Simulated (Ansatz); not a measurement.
Below is a relaxed structure of SiO2. The cell was found from a structure generator's guess, not taken from experiment.

Method: Ansatz 0.2.0, DFT PBE+D3(BJ), scalar-relativistic, plane waves, PAW. Cutoff 420 eV, Γ-centred mesh, Gaussian smearing, no spin polarisation.

```
Si O
1.0
     1.34276    0.77524    4.90050
    -1.34276    0.77524    4.90050
     0.00000   -1.55049    4.90050
Si O
1 2
Direct
  0.00000 0.00000 0.00000
  0.39567 0.39567 0.39567
  0.60433 0.60433 0.60433
```

The zero of energy is the elements' standard structures at the same level (O₂ as a molecule); no fitted shifts are applied.

**Question.** What space group does it have?

**Answer.** R-3m (No. 166). Conventional cell: a = 2.686 Å, c = 14.702 Å. Si is surrounded by 6 O at 1.80 Å; O has 3 Si at 1.80 Å.

**Question.** What is its formation energy per atom?

**Answer.** −2.527 eV/atom. A negative formation energy is needed for stability but isn't enough: competing phases decide.

**Question.** Is it a metal?

**Answer.** No, the gap on the 12×12×12 mesh is 6.21 eV.

The last run used a 12×12×12 mesh for its 3-atom cell and Gaussian smearing of 0.02 eV. Kohn–Sham gaps at this level usually fall short of measured ones. A later test with randomly moved atoms led to a structure 10 meV/atom lower, so this end is a saddle point or a shallow minimum.
